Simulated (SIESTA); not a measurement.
TiO2 under changes of volume

One of the cells (10.998 Å³/atom); the others are scaled copies at fixed shape and fractional positions:

```
CELL_PARAMETERS angstrom
2.96826 0.00000 0.00000
0.00021 4.70761 0.00000
1.48357 0.24235 7.08346
ATOMIC_POSITIONS crystal
Ti 0.00337 0.00039 0.00070
Ti 0.34464 0.48026 0.31696
Ti 0.66171 0.52047 0.68450
O 0.44004 0.18544 0.12854
O 0.77793 0.29773 0.45188
O 0.10124 0.30895 0.80624
O 0.90650 0.69184 0.19517
O 0.22941 0.70301 0.54951
O 0.56803 0.81530 0.87283
```

The cell comes from a database or a generator and needn't be the stable form of this composition.

```yaml
Program: SIESTA 5.4.2
Functional: LDA
Potentials_or_basis: PseudoDojo 0.4 standard (LDA files)
Basis: DZP (energy shift 0.003 Ry; two zetas on semicore shells)
Grid_cutoff: 800 Ry
Energy_shift: 0.003 Ry
k_mesh: 7 × 4 × 3
Occupations: fermi-dirac, width 0.05 eV
Spin: no spin polarisation
```

```csv
volume (Å³/atom),energy over the lowest point (meV/atom),pressure (GPa),gap on the mesh (eV),largest force (eV/Å)
10.338,13.77,10.6,2.29,0.967
10.558,3.16,4.9,2.23,0.593
10.778,0.00,-0.2,2.17,0.250
10.998,3.54,-4.9,2.12,0.117
11.218,?,?,?,?
11.438,28.10,-12.7,2.02,0.651
11.658,47.96,-16.1,1.97,0.906
```

Task: What does the run at 11.218 Å³/atom give?

Result: Energy over the lowest point 13.11 meV/atom; pressure -9.0 GPa; gap on the mesh 2.07 eV; largest force 0.378 eV/Å.

Worked out: A Birch-Murnaghan fit of order 3 (a polynomial in V^(-2/3)) to the other rows has its minimum at 10.77 Å³/atom with B0 = V·E''(V) = 240 GPa and B' = 4.2 at fixed shape and positions, which overstates the stiffness. It gives 13.11 meV/atom at 11.218 Å³/atom, against the run's 13.11, and -dE/dV = -9.0 GPa, against -9.0. A straight line through the other rows of the gap, of slope -2.64 eV per unit of ln V, gives 2.07 eV, against the run's 2.07.

Energies are extrapolated to zero smearing.

Caveats: an odd mesh through Γ misses points on the zone boundary, where band edges often lie; the basis of atomic orbitals isn't converged, which shifts pressures, moduli and gaps.
